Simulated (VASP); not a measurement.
A run of VASP 6.6.1:

Contents of INCAR:

```
ALGO = Normal
EDIFF = 1E-6
ENCUT = 520
GGA = PE
ISIF = 2
ISMEAR = -1
LASPH = True
LCHARG = False
LREAL = False
LWAVE = False
NBANDS = 16
NELM = 100
PREC = Accurate
SIGMA = 0.05
```

The input KPOINTS:

```
k-points
0
Gamma
  10 10 8
```

The input POSCAR:

```
ZrB2
1.0
    3.1700000000      0.0000000000      0.0000000000
   -1.5850000000      2.7453005300      0.0000000000
    0.0000000000      0.0000000000      3.5330000000
Zr B
1 2
Direct
    0.0000000000      0.0000000000      0.0000000000
    0.6666666667      0.3333333333      0.5000000000
    0.3333333333      0.6666666667      0.5000000000
```

Potentials or basis: VASP PAW PBE potentials, release 64 (Zr_sv, B).

Command:

```sh
$ cat potpaw_PBE.64/Zr_sv/POTCAR potpaw_PBE.64/B/POTCAR > POTCAR
$ mpirun -np 1 vasp_std > vasp.out
```

Hardware: 1 thread of AMD EPYC 7R43 64-Core Processor (Zen 3), on a shared host.

**Question.** How long does it take, and how much memory?

**Answer.** It took 32 s on 1 thread of AMD EPYC 7R43 64-Core Processor (Zen 3) (shared host), peak memory 0.13 GiB. Counts: scf iterations 13, k points 70.
